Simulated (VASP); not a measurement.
# Si (P-1) in VASP: further runs, part 2 of 4

VASP 6.6.1. Earlier steps stand in the parts before.

## 3. Density of states, LDA

File POSCAR:

```
Si
1.0
    0.1463142700      2.7349844700      3.4304596800
    2.8398850800      0.3440988000      3.2326751500
    2.9636132600      2.6609281200      0.2203706200
Si
2
Direct
    0.4722123000      0.5743990500      0.4764958900
    0.7777877000      0.6756009500      0.7735041100
```

File INCAR.step1:

```
SYSTEM = Si
PREC = Accurate ; ENCUT = 520
EDIFF = 1E-6 ; ISMEAR = 0
SIGMA = 0.02 ; LREAL = .FALSE.
LASPH = .TRUE. ; NELM = 80
ALGO = Fast ; ISIF = 2
LWAVE = .FALSE. ; LCHARG = .TRUE.
NBANDS = 11
```

File KPOINTS.step1:

```
Automatic mesh
0
G
  8 9 8
  0 0 0
```

File INCAR.step2:

```
SYSTEM = Si
PREC = Accurate ; ENCUT = 520
EDIFF = 1E-6 ; ISMEAR = -5
SIGMA = 0.02 ; LREAL = .FALSE.
LASPH = .TRUE. ; NELM = 80
ALGO = Fast ; ISIF = 2
LWAVE = .FALSE. ; LCHARG = .FALSE.
LORBIT = 11 ; NBANDS = 11
NEDOS = 1001 ; ICHARG = 11
```

File KPOINTS.step2:

```
Automatic mesh
0
G
  12 14 12
  0 0 0
```

Potentials or basis: VASP PAW LDA potentials, release 64 (Si).

Launch:

```
$ cat potpaw_LDA.64/Si/POTCAR > POTCAR
$ cp INCAR.step1 INCAR
$ cp KPOINTS.step1 KPOINTS
$ mpirun -np 1 vasp_std > vasp.out
$ cp INCAR.step2 INCAR
$ cp KPOINTS.step2 KPOINTS
$ mpirun -np 1 vasp_std > vasp.out
```

OUTCAR:

```text
SYSTEM = Si
   PREC = Accurate
   ENCUT = 520
   EDIFF = 1E-6
   ISMEAR = -5
   LREAL = .FALSE.
   LASPH = .TRUE.
   NELM = 80
   ISIF = 2
   LORBIT = 11
   ICHARG = 11

 ion  position               nearest neighbor table
   1  0.472  0.574  0.476-   2 2.36   2 2.50   2 2.51   2 2.76
   2  0.778  0.676  0.774-   1 2.36   1 2.50   1 2.51   1 2.76

  LATTYP: Found a triclinic cell.
 ALAT       =     4.3166584156
 B/A-ratio  =     2.1127412787
 C/A-ratio  =     1.7812545367
 COS(alpha) =     0.0092168934
 COS(beta)  =     0.4473501904
 COS(gamma) =     0.8856269339

  Lattice vectors:
[... 535 lines left out ...]
  -------------------------------------------------------------------------------------
  Total       -2.7516590     -1.9664220     -4.6909976     -0.2235495     -1.1540453     -1.2068945
  in kB      -96.5371100    -68.9884529   -164.5753923     -7.8428397    -40.4876483    -42.3417673
  external PRESSURE =    -110.0336517 kB  Pullay stress =       0.0000000 kB

 VOLUME and BASIS-vectors are now :
 -----------------------------------------------------------------------------
  energy-cutoff  :      520.00
  volume of cell :       45.67
      direct lattice vectors                 reciprocal lattice vectors
     0.146314270  2.734984470  3.430459680    -0.186697655  0.196080283  0.143141167
     2.839885080  0.344098800  3.232675150     0.186684724 -0.221913332  0.168961286
     2.963613260  2.660928120  0.220370620     0.167752445  0.202968122 -0.168974217

 POSITION                                       TOTAL-FORCE (eV/Angst)
 -----------------------------------------------------------------------------------
      3.11247      2.75706      3.58176        -0.463580      0.766258     -0.771247
      4.32480      4.41795      5.02263         0.463580     -0.766258      0.771247
 -----------------------------------------------------------------------------------
    total drift:                               -0.000000      0.000000     -0.000000

  FREE ENERGIE OF THE ION-ELECTRON SYSTEM (eV)
  ---------------------------------------------------
  free  energy   TOTEN  =       -10.7927840155 eV

  energy  without entropy=      -10.7927840155  energy(sigma->0) =      -10.79278402

 total charge

# of ion       s       p       d       tot
------------------------------------------
    1        0.800   0.787   0.000   1.587
    2        0.800   0.787   0.000   1.587
--------------------------------------------------
tot          1.600   1.574   0.000   3.174
```

OUTCAR.step1:

```text
SYSTEM = Si
   PREC = Accurate
   ENCUT = 520
   EDIFF = 1E-6
   ISMEAR = 0
   LREAL = .FALSE.
   LASPH = .TRUE.
[... 566 lines left out ...]
      3.11247      2.75706      3.58176        -0.426694      0.722790     -0.719346
      4.32480      4.41795      5.02263         0.426694     -0.722790      0.719346
 -----------------------------------------------------------------------------------
    total drift:                               -0.000000      0.000000     -0.000000

  FREE ENERGIE OF THE ION-ELECTRON SYSTEM (eV)
  ---------------------------------------------------
  free  energy   TOTEN  =       -10.7875153368 eV

  energy  without entropy=      -10.7872642921  energy(sigma->0) =      -10.78738981
```

Run time: 2.7 min. Hardware: 1 thread of Intel Xeon 6975P-C (Granite Rapids), shared host; peak memory 0.47 GiB.

Results:

* Valence electrons inside the program's atomic spheres: Si 1.59

States per cell in windows of 0.5 eV (zero at the Fermi level; states under -8 eV left out):
```tsv
from (eV)	total	Si1_p	Si2_p	Si1_s	Si2_s	Si1_d	Si2_d
-8.0	0.15	0.00	0.00	0.03	0.03	0.00	0.00
-7.5	0.23	0.01	0.01	0.04	0.04	0.00	0.00
-7.0	0.46	0.02	0.02	0.08	0.08	0.00	0.00
-6.5	0.33	0.02	0.02	0.06	0.06	0.00	0.00
-6.0	0.27	0.02	0.02	0.04	0.04	0.00	0.00
-5.5	0.22	0.02	0.02	0.03	0.03	0.00	0.00
-5.0	0.15	0.01	0.01	0.02	0.02	0.00	0.00
-4.5	0.25	0.03	0.03	0.02	0.02	0.00	0.00
-4.0	0.60	0.08	0.08	0.02	0.02	0.00	0.00
-3.5	0.61	0.09	0.09	0.01	0.01	0.00	0.00
-3.0	0.71	0.11	0.11	0.01	0.01	0.00	0.00
-2.5	0.55	0.09	0.09	0.01	0.01	0.00	0.00
-2.0	0.47	0.08	0.08	0.01	0.01	0.00	0.00
-1.5	0.37	0.06	0.06	0.01	0.01	0.00	0.00
-1.0	0.31	0.05	0.05	0.01	0.01	0.00	0.00
-0.5	0.42	0.05	0.05	0.02	0.02	0.00	0.00
0.0	0.48	0.06	0.06	0.03	0.03	0.00	0.00
0.5	0.46	0.05	0.05	0.03	0.03	0.00	0.00
1.0	0.49	0.05	0.05	0.03	0.03	0.00	0.00
1.5	0.60	0.07	0.07	0.03	0.03	0.00	0.00
2.0	0.66	0.08	0.08	0.02	0.02	0.00	0.00
2.5	0.67	0.08	0.08	0.02	0.02	0.00	0.00
3.0	0.67	0.08	0.08	0.02	0.02	0.00	0.00
3.5	0.65	0.08	0.08	0.02	0.02	0.00	0.00
4.0	0.64	0.08	0.08	0.02	0.02	0.00	0.00
4.5	0.66	0.08	0.08	0.02	0.02	0.00	0.00
5.0	0.59	0.07	0.07	0.01	0.01	0.00	0.00
5.5	0.60	0.07	0.07	0.01	0.01	0.00	0.00
6.0	0.69	0.07	0.07	0.01	0.01	0.00	0.00
6.5	0.64	0.06	0.06	0.01	0.01	0.00	0.00
7.0	0.65	0.06	0.06	0.01	0.01	0.00	0.00
7.5	0.71	0.06	0.06	0.01	0.01	0.00	0.00
```

Caveat: tetrahedron occupations give inexact forces and stress in metals.

## 4. Electric field gradients, LDA

File INCAR:

```
PREC = Accurate
ENCUT = 520
EDIFF = 1E-8
ISMEAR = 0
SIGMA = 0.02
LREAL = False
LASPH = True
NELM = 80
ALGO = Normal
ISIF = 2
LWAVE = False
LCHARG = False
LEFG = True
```

File KPOINTS:

```
regular mesh
0
Gamma
  8 9 8
```

POSCAR is that of step 3.

Potentials or basis: VASP PAW LDA potentials, release 64 (Si).

Launch:

```
$ cat potpaw_LDA.64/Si/POTCAR > POTCAR
$ mpirun -np 1 vasp_std > vasp.out
```

OUTCAR:

```text
PREC = Accurate
   ENCUT = 520
   EDIFF = 1E-8
   ISMEAR = 0
   LREAL = False
   LASPH = True
   NELM = 80
   ISIF = 2

 ion  position               nearest neighbor table
   1  0.472  0.574  0.476-   2 2.36   2 2.50   2 2.51   2 2.76
   2  0.778  0.676  0.774-   1 2.36   1 2.50   1 2.51   1 2.76

  LATTYP: Found a triclinic cell.
 ALAT       =     4.3166584156
 B/A-ratio  =     2.1127412787
 C/A-ratio  =     1.7812545367
 COS(alpha) =     0.0092168934
 COS(beta)  =     0.4473501904
 COS(gamma) =     0.8856269339

  Lattice vectors:

 A1 = (   2.8398850800,   0.3440988000,   3.2326751500)
 A2 = (   8.4970691500,   0.6141412500,   3.2552612400)
 A3 = (  -2.6709847200,   2.8090408200,   6.6405487400)

Analysis of symmetry for initial positions (statically):
=====================================================================
 Subroutine PRICEL returns:
 Original cell was already a primitive cell.

 Routine SETGRP: Setting up the symmetry group for a
 triclinic supercell.

 Subroutine GETGRP returns: Found  2 space group operations
 (whereof  1 operations were pure point group operations)
 out of a pool of  2 trial point group operations.

The static configuration has the point symmetry C_1 .
 The point group associated with its full space group is S_2 .

Analysis of symmetry for dynamics (positions and initial velocities):
=====================================================================
 Subroutine PRICEL returns:
 Original cell was already a primitive cell.

[... 172 lines left out ...]
      6       6.8745      0.00000
      7       7.6301      0.00000
      8       8.0898      0.00000
[... 243 lines left out ...]
 k-point    24 :       0.2500    0.3333    0.0000
  band No.  band energies     occupation
      1      -5.3601      2.00000
      2      -0.4123      2.00000
      3       2.6441      2.00000
      4       4.1244      2.00000
      5       5.9001      0.00000
      6       7.7601      0.00000
      7       8.6047      0.00000
      8       9.3749      0.00000

 [... further k-points ...]

------------------------ aborting loop because EDIFF is reached ----------------------------------------

  FORCE on cell =-STRESS in cart. coord.  units (eV):
  Direction    XX          YY          ZZ          XY          YZ          ZX
  --------------------------------------------------------------------------------------
  -------------------------------------------------------------------------------------
  Total       -2.7423659     -1.9857094     -4.5338104     -0.1850579     -1.1636934     -1.1305250
  in kB      -96.2110791    -69.6651173   -159.0607569     -6.4924296    -40.8261338    -39.6624778
  external PRESSURE =    -108.3123178 kB  Pullay stress =       0.0000000 kB

 VOLUME and BASIS-vectors are now :
 -----------------------------------------------------------------------------
  energy-cutoff  :      520.00
  volume of cell :       45.67
      direct lattice vectors                 reciprocal lattice vectors
     0.146314270  2.734984470  3.430459680    -0.186697655  0.196080283  0.143141167
     2.839885080  0.344098800  3.232675150     0.186684724 -0.221913332  0.168961286
     2.963613260  2.660928120  0.220370620     0.167752445  0.202968122 -0.168974217

 POSITION                                       TOTAL-FORCE (eV/Angst)
 -----------------------------------------------------------------------------------
      3.11247      2.75706      3.58176        -0.426430      0.722838     -0.719360
      4.32480      4.41795      5.02263         0.426430     -0.722838      0.719360
 -----------------------------------------------------------------------------------
    total drift:                               -0.000000      0.000000     -0.000000

  FREE ENERGIE OF THE ION-ELECTRON SYSTEM (eV)
  ---------------------------------------------------
  free  energy   TOTEN  =       -10.7875154547 eV

  energy  without entropy=      -10.7872640989  energy(sigma->0) =      -10.78738978

 Electric field gradients (V/A^2)
---------------------------------------------------------------------
 ion       V_xx      V_yy      V_zz      V_xy      V_xz      V_yz
---------------------------------------------------------------------
   1      -3.447     5.645    -2.197   -20.722    13.579     1.209
   2      -3.447     5.645    -2.197   -20.722    13.579     1.209
---------------------------------------------------------------------

 Electric field gradients after diagonalization (V/A^2)
 (convention: |V_zz| > |V_xx| > |V_yy|)
----------------------------------------------------------------------
 ion       V_xx      V_yy      V_zz     asymmetry (V_yy - V_xx)/ V_zz
----------------------------------------------------------------------
   1      24.698     1.143   -25.841       0.912
   2      24.698     1.143   -25.841       0.912
----------------------------------------------------------------------

           NMR quadrupolar parameters

 Cq : quadrupolar parameter    Cq=e*Q*V_zz/h
 eta: asymmetry parameters     (V_yy - V_xx)/ V_zz
 Q  : nuclear electric quadrupole moment in mb (millibarn)
----------------------------------------------------------------------
 ion       Cq(MHz)       eta       Q (mb)
----------------------------------------------------------------------
   1      -0.062       0.912       1.000
   2      -0.062       0.912       1.000
----------------------------------------------------------------------
```

OSZICAR:

```text
N       E                     dE             d eps       ncg     rms          rms(c)
DAV:   1     0.809416409485E+01    0.80942E+01   -0.32661E+03  4648   0.792E+02
DAV:   2    -0.106363507323E+02   -0.18731E+02   -0.18354E+02  6968   0.810E+01
DAV:   3    -0.109372424230E+02   -0.30089E+00   -0.29964E+00  6320   0.132E+01
DAV:   4    -0.109385645636E+02   -0.13221E-02   -0.13220E-02  7536   0.950E-01
DAV:   5    -0.109385672255E+02   -0.26619E-05   -0.26613E-05  6480   0.308E-02    0.375E+00
DAV:   6    -0.108329895020E+02    0.10558E+00   -0.82745E-02  6208   0.147E+00    0.216E+00
DAV:   7    -0.107880191569E+02    0.44970E-01   -0.12174E-01  6472   0.184E+00    0.185E-01
DAV:   8    -0.107875203108E+02    0.49885E-03   -0.97011E-03  5232   0.714E-01    0.128E-01
DAV:   9    -0.107875143266E+02    0.59842E-05   -0.33307E-04  6600   0.139E-01    0.693E-02
DAV:  10    -0.107875157324E+02   -0.14058E-05   -0.21787E-05  6696   0.317E-02    0.175E-02
DAV:  11    -0.107875155041E+02    0.22831E-06   -0.58068E-06  6952   0.143E-02    0.536E-03
DAV:  12    -0.107875154509E+02    0.53179E-07   -0.52659E-07  5784   0.480E-03    0.239E-03
DAV:  13    -0.107875154547E+02   -0.38133E-08   -0.50743E-08  6256   0.153E-03
   1 F= -.10787515E+02 E0= -.10787390E+02  d E =-.251356E-03
```

stdout:

```text
POSCAR found type information on POSCAR Si
 POSCAR found :  1 types and       2 ions
 scaLAPACK will be used
 LDA part: xc-table for (Slater(with rela. corr.)+CA(PZ))
 , standard interpolation
 POSCAR, INCAR and KPOINTS ok, starting setup
 FFT: planning ... GRIDC
 FFT: planning ... GRID_SOFT
 FFT: planning ... GRID
 WAVECAR not read
 entering main loop
ion   1
     0.0000353     1.6163995     0.2573242     0.3565623    -1.2010360     0.4594025
     0.0000487     1.6163995     0.2573242     0.3565623    -1.2010360     0.4594025
     0.0000670     1.6163995     0.2573242     0.3565623    -1.2010360     0.4594025
     0.0000923     1.6163995     0.2573242     0.3565623    -1.2010360     0.4594025

     0.0000353    18.9614096    -1.2737198     1.5646422   -12.7058125     4.1282985
     0.0000487    18.9613899    -1.2737179     1.5646409   -12.7057995     4.1282944
     0.0000670    18.9613571    -1.2737148     1.5646388   -12.7057777     4.1282875
     0.0000923    18.9613027    -1.2737096     1.5646352   -12.7057418     4.1282761

ion   2
     0.0000353     1.6163995     0.2573242     0.3565623    -1.2010360     0.4594025
     0.0000487     1.6163995     0.2573242     0.3565623    -1.2010360     0.4594025
     0.0000670     1.6163995     0.2573242     0.3565623    -1.2010360     0.4594025
     0.0000923     1.6163995     0.2573242     0.3565623    -1.2010360     0.4594025

     0.0000353    18.9614096    -1.2737198     1.5646422   -12.7058125     4.1282985
     0.0000487    18.9613899    -1.2737179     1.5646409   -12.7057995     4.1282944
     0.0000670    18.9613571    -1.2737148     1.5646388   -12.7057777     4.1282875
     0.0000923    18.9613027    -1.2737096     1.5646352   -12.7057418     4.1282761
```

It took 47 s on 1 thread of Intel Xeon 6975P-C (Granite Rapids), shared host; peak memory 0.21 GiB.

Results:

- Free energy: -10.7875 eV
- Pressure: -10.8 GPa
- Largest force: 1.105 eV/Å
- Band gap on the k mesh: none (metal or under the smearing width)

Forces in eV/Å, atoms in the order of the input:
```
Si  -0.426  0.723 -0.719
Si   0.426 -0.723  0.719
```

Levels at points of the mesh, in eV from the Fermi level:
```
           k point  band 1  band 2  band 3  band 4  band 5  band 6  band 7  band 8
(0.00, 0.00, 0.00)  -11.37   -1.39   -0.99   -0.14    1.98    2.04    2.79    3.25
(0.50, 0.00, 0.00)   -9.21   -6.95   -1.58   -0.22    0.29    2.00    5.46    6.40
(0.00, 0.00, 0.50)   -8.89   -7.30   -2.77   -0.41    0.61    2.51    5.11    7.04
(0.50, 0.00, 0.50)   -7.42   -6.55   -3.63   -3.14   -0.75    0.05    6.16    6.37
```

Electric field gradients, principal values (V/Å²):
| atom | Vxx | Vyy | Vzz |
| --- | --- | --- | --- |
| 1 Si | 1.143 | 24.698 | -25.841 |
| 2 Si | 1.143 | 24.698 | -25.841 |

Caveat: forces of over 1 eV/Å show positions far from the minimum, so gaps and moduli don't describe the material at rest.

(Part 2 of 4 ends here.)
